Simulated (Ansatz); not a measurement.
Input, command and steps of an Ansatz relaxation.

```yaml
crystal:
  lattice:
    - [0.0, 1.9029397005, 1.9029397005]
    - [1.9029397005, 0.0, 1.9029397005]
    - [1.9029397005, 1.9029397005, 0.0]
  atoms:
    - { symbol: Ir, position: [0.0, 0.0, 0.0] }
basis:
  ecutwfc: 500
kpoints:
  mp_grid: { grid: [18, 18, 18] }
hamiltonian:
  xc: r2scan
scf:
  occupations: { method: gaussian, width: 0.1 }
output:
  forces: true
  stress: true
  eigenvalues: true
relax:
  adjacent_minimum: "off"
  f_tol: 0.008
  max_steps: 50
  cell: { stress_tol: 0.08, p_target: 12.0 }
```

```bash
ansatz run input.yaml --threads 1 --pin off --max-ram 2560MiB --backend cpu --events-out ev --progress --plain --runs-dir out
```

Level of theory: Ansatz 0.2.0, DFT r2SCAN, scalar-relativistic, plane waves, PAW.

Of 4 frames 3 are shown, positions in Å and forces in eV/Å; the SCF threshold varies from step to step. Steps run on the plane waves of an earlier cell, with a Pulay correction in the pressure. The basis is chosen afresh for the last frame, the zero of the energies, and at times for earlier ones too; energy and pressure step there, also at an unchanged geometry. The relaxation lowers the enthalpy F + PV at the target pressure, so the free energy itself can rise. The mark taken_back stands on steps that the optimiser undid.

```xyz
1
Lattice="0.0000 1.9029 1.9029 1.9029 0.0000 1.9029 1.9029 1.9029 0.0000" Properties=species:S:1:pos:R:3:forces:R:3 pbc="T T T" step=1 free_energy_over_end_meV_per_atom=0.55 pressure_GPa=12.23
Ir    0.0000    0.0000    0.0000    0.0000    0.0000    0.0000
1
Lattice="0.0000 1.9039 1.9039 1.9039 0.0000 1.9039 1.9039 1.9039 0.0000" Properties=species:S:1:pos:R:3:forces:R:3 pbc="T T T" step=2 free_energy_over_end_meV_per_atom=-1.00 pressure_GPa=11.56 taken_back
Ir    0.0000    0.0000    0.0000    0.0000    0.0000    0.0000
1
Lattice="0.0000 1.9033 1.9033 1.9033 0.0000 1.9033 1.9033 1.9033 0.0000" Properties=species:S:1:pos:R:3:forces:R:3 pbc="T T T" step=4 free_energy_over_end_meV_per_atom=0.00 pressure_GPa=12.00
Ir    0.0000    0.0000    0.0000    0.0000    0.0000    0.0000
```

Time: 29 s on 1 thread of Intel(R) Xeon(R) Platinum 8259CL CPU @ 2.50GHz (Skylake/Cascade Lake), on a shared host, peak memory 0.43 GiB.

Spin–orbit coupling is left out, which can shift energies with elements as heavy as these.